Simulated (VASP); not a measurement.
Set up this calculation in VASP 6.6.1, as the native input.

```
Task                               : band structure
Functional                         : HSE06
Potentials or basis                : VASP PAW PBE potentials, release 64 (Be, Te)
Cutoff                             : 520 eV
k mesh                             : 8 × 8 × 8
Occupations                        : gaussian, width 0.03 eV
Spin                               : no spin polarisation
Grid for exact exchange (PRECFOCK) : Fast
Screening parameter                : 0.2 1/A
Further INCAR settings             : ALGO = Normal; EDIFF = 1e-07; NBANDS = 11
```

The system is BeTe.

```
Be Te
1.0
     0.00000    2.80614    2.80614
     2.80614    0.00000    2.80614
     2.80614    2.80614    0.00000
Be Te
1 1
Direct
  0.00000 0.00000 0.00000
  0.25000 0.25000 0.25000
```

These files were run (other wordings do the same):

POSCAR

```
BeTe                                    
1.0
    0.0000000000      2.8061350129      2.8061350129
    2.8061350129      0.0000000000      2.8061350129
    2.8061350129      2.8061350129      0.0000000000
  Be              Te            
     1     1
Direct
     0.0000000000000000    0.0000000000000000    0.0000000000000000
     0.2500000000000000    0.2500000000000000    0.2500000000000000
```

INCAR.step1

```
SYSTEM = BeTe
ALGO     = Normal         ! electronic algorithm
EDIFF    = 1E-5           ! SCF threshold, eV
ENCUT    = 520            ! plane-wave cutoff, eV
GGA      = PE             ! functional
ISIF     = 2              ! what is computed and relaxed
ISMEAR   = 0              ! smearing method
KPAR     = 8            
LASPH    = .True.         ! aspherical terms in the spheres
LCHARG   = .False.        ! write CHGCAR
LREAL    = .False.        ! projectors in reciprocal space
LWAVE    = .True.         ! write WAVECAR
NBANDS   = 11             ! bands
NELM     = 80             ! most SCF steps
PREC     = Accurate       ! precision mode
SIGMA    = 0.03           ! smearing width, eV
```

INCAR.step2

```
SYSTEM = BeTe
ALGO     = Normal         ! electronic algorithm
EDIFF    = 1E-7           ! SCF threshold, eV
ENCUT    = 520            ! plane-wave cutoff, eV
GGA      = PE             ! functional
HFSCREEN = 0.2            ! screening, 1/A
ISIF     = 2              ! what is computed and relaxed
ISMEAR   = 0              ! smearing method
ISTART   = 1            
KPAR     = 8            
LASPH    = .True.         ! aspherical terms in the spheres
LCHARG   = .False.        ! write CHGCAR
LHFCALC  = .True.         ! exact exchange
LREAL    = .False.        ! projectors in reciprocal space
LWAVE    = .False.        ! write WAVECAR
NBANDS   = 11             ! bands
NELM     = 80             ! most SCF steps
PREC     = Accurate       ! precision mode
PRECFOCK = Fast         
SIGMA    = 0.03           ! smearing width, eV
```

KPOINTS

```
k-points
0
Gamma
  8 8 8
  0 0 0
```

KPOINTS_OPT

```
explicit points
6
Reciprocal
 0.0000000000  0.0000000000  0.0000000000 1
 0.3750000000  0.3750000000  0.7500000000 1
 0.5000000000  0.5000000000  0.5000000000 1
 0.6250000000  0.2500000000  0.6250000000 1
 0.5000000000  0.2500000000  0.7500000000 1
 0.5000000000  0.0000000000  0.5000000000 1
```

Potentials or basis: VASP PAW PBE potentials, release 64 (Be, Te).

Command:

```console
$ cat potpaw_PBE.64/Be/POTCAR potpaw_PBE.64/Te/POTCAR > POTCAR
$ cp INCAR.step1 INCAR
$ mpirun -np 8 vasp_std > vasp.out
$ cp INCAR.step2 INCAR
$ mpirun -np 8 vasp_std > vasp.out
```

It gave:

```yaml
Pressure: 0.5 GPa
Band_gap_on_the_k_mesh: 2.63 eV, indirect (least direct gap 4.48 eV)
Band_gap_along_the_path: 2.63 eV, indirect (least direct gap 4.48 eV)
```

Caveat: the PAW data sets were made with another functional, which shifts forces and pressure a little; spin-orbit coupling is left out, which moves the levels of the heavy elements.

Wall time 7 min on 8 MPI ranks on Intel(R) Xeon(R) 6975P-C (Granite Rapids), on a shared host, peak memory 0.36 GiB a rank.
